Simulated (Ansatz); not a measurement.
Orbital-resolved density of states of Se

```xyz
1
Lattice="2.8106 0.0000 0.0000 0.0000 2.8106 0.0000 0.0000 0.0000 2.8106" Properties=species:S:1:pos:R:3 pbc="T T T"
Se    0.0000    0.0000    0.0000
```

The cell is the one relaxed in the Materials Project (mp-7755), not relaxed further here; entries there can be hypothetical.

Computed with DFT, PBEsol, all-electron LAPW, scalar-relativistic in Ansatz 0.2.0.

The runs use a Γ-centred 12×12×12 k mesh, Fermi–Dirac smearing of 0.03 eV, basis error target 0.5 meV/atom, no spin polarisation.

States per eV for one atom of each kind, in 0.4 eV bins named by their centres, from the Fermi level, projected on a minimal set of Löwdin-orthogonalised atomic shells; orbitals are real harmonics on the Cartesian axes, equal curves share a column, and empty bins are left out, as is all above 5.4 eV, near the top of the computed bands.

Se 4p:

```
# E all pz=px=py
-13.9 0.06 0.02
-13.5 0.06 0.02
-13.1 0.06 0.02
-12.7 0.05 0.02
-12.3 0.04 0.01
-11.9 0.03 0.01
-11.5 0.02 0.01
-11.1 0.01 0.00
-10.7 0.01 0.00
-7.1 0.03 0.01
-6.7 0.20 0.07
-6.3 0.30 0.10
-5.9 0.40 0.13
-5.5 0.54 0.18
-5.1 0.77 0.26
-4.7 0.79 0.26
-4.3 0.76 0.25
-3.9 0.74 0.25
-3.5 0.72 0.24
-3.1 0.62 0.21
-2.7 0.54 0.18
-2.3 0.53 0.18
-1.9 0.50 0.17
-1.5 0.49 0.16
-1.1 0.48 0.16
-0.7 0.49 0.16
-0.3 0.47 0.16
0.1 0.48 0.16
0.5 0.52 0.17
0.9 0.55 0.18
1.3 0.60 0.20
1.7 0.66 0.22
2.1 0.65 0.22
2.5 0.58 0.19
2.9 0.44 0.15
3.3 0.26 0.09
3.7 0.09 0.03
4.1 0.05 0.02
4.5 0.01 0.00
```

Se 4s:

```
# E all
-13.9 0.57
-13.5 0.52
-13.1 0.48
-12.7 0.45
-12.3 0.43
-11.9 0.31
-11.5 0.19
-11.1 0.13
-10.7 0.08
-10.3 0.05
-9.9 0.01
-6.3 0.01
-5.9 0.01
-5.5 0.01
-5.1 0.02
-4.7 0.02
-4.3 0.03
-3.9 0.03
-3.5 0.03
-3.1 0.03
-2.7 0.03
-2.3 0.03
-1.9 0.03
-1.5 0.03
-1.1 0.03
-0.7 0.03
-0.3 0.02
0.1 0.02
0.5 0.02
0.9 0.02
1.3 0.01
1.7 0.01
2.1 0.01
2.5 0.01
```
